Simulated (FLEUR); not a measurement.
# HfN: equation of state with LDA

Crystal: HfN.

```
Hf N
1.0
     3.13391    0.00000    0.00000
    -1.56695    2.71404    0.00000
     0.00000    0.00000    5.41677
Hf N
2 2
Direct
  0.33333 0.66667 0.25000
  0.66667 0.33333 0.75000
  0.00000 0.00000 0.50000
  0.00000 0.00000 0.00000
```

The cell comes from a database or a generator and needn't be the stable form of this composition.

```
Program             : FLEUR MaX-R8.1 (later development tree)
Task                : equation of state
Functional          : LDA
Potentials or basis : all-electron
Basis               : FLAPW
Kmax                : 4.9 1/bohr
k mesh              : 10 × 10 × 5
Occupations         : fermi-dirac, width 0.05 eV
Spin                : no spin polarisation
```

| Property | Result |
| --- | --- |
| Equilibrium volume | 11.15 Å³/atom |
| Bulk modulus at fixed shape and positions | 296 GPa |
| Pressure derivative of the bulk modulus | 4.2 (rough: it moves with the points fitted) |

Energy against volume, from the lowest point:
| volume (Å³/atom) | energy (meV/atom) |
| --- | --- |
| 10.827 | 8.34 |
| 11.057 | 0.00 |
| 11.518 | 10.04 |
| 11.979 | 49.66 |
| 12.209 | 78.81 |

Caveat: the cell was scaled at fixed shape and fractional positions, which overstates the stiffness of a crystal with free parameters, most of all of layers and chains. The run has no spin-orbit coupling, so splittings on Hf are missing.
